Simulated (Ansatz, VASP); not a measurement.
Hf: VASP beside Ansatz

The input INCAR:

```
PREC = Accurate ; ENCUT = 520
EDIFF = 1E-8 ; ISMEAR = -1
SIGMA = 0.08 ; LREAL = False
LASPH = True ; NELM = 100
ALGO = Normal ; ISIF = 2
LWAVE = False ; LCHARG = False
GGA = PE ; LEFG = True
NBANDS = 11
```

Contents of KPOINTS:

```
Automatic mesh
0
Gamma
  16 16 16
```

File POSCAR:

```
Hf
1.0
   -1.7914625000      1.7914625000      1.8050000000
    1.7914625000     -1.7914625000      1.8050000000
    1.8185375000      1.8185375000     -1.8050000000
Hf
1
Direct
    0.0000000000      0.0000000000      0.0000000000
```

Input for Ansatz:

```yaml
crystal:
  lattice:
    - [-1.7914625, 1.7914625, 1.805]
    - [1.7914625, -1.7914625, 1.805]
    - [1.8185375, 1.8185375, -1.805]
  atoms:
    - { symbol: Hf, position: [0.0, 0.0, 0.0] }
kpoints:
  mp_grid: { grid: [16, 16, 16] }
scf:
  occupations: { method: fermi_dirac, width: 0.08 }
hamiltonian:
  xc: pbe
  pseudopotentials: { kind: paw }
output:
  forces: true
  stress: true
  eigenvalues: true
  efg: { contact_densities: true }
```

Change from the starting cell: xy shear strain of +1.5 %, PAW files.

Alike in both runs: task electric field gradients; functional PBE; k mesh 16 × 16 × 16; occupations fermi-dirac, width 0.08 eV; no spin polarisation.

|  | VASP | Ansatz |
| --- | --- | --- |
| version | VASP 6.6.1 | Ansatz 0.2.0 |
| potentials or method | VASP PAW PBE potentials, release 64 (Hf_pv) | PAW with Ansatz's default frozen-core files, scalar-relativistic |
| plane-wave cutoff (eV) | 520 | 420 |
| valence electrons in the cell | 10 | 26 |

|  | VASP | Ansatz | Ansatz less VASP |
| --- | --- | --- | --- |
| pressure (GPa) | -5.1 | -4.8 | +0.35 |
| largest component of the traceless stress (GPa) | 0.71 | 0.72 | +0.007 |
| Vzz of the field gradient on the site that differs most (V/Å²) | -16.6 | -17.4 | -0.77 |

The two sets of potentials don't hold the same shells in valence. Ansatz warned: «gradients_without_spin_orbit».

The runs have no spin-orbit coupling, so splittings on Hf are missing.
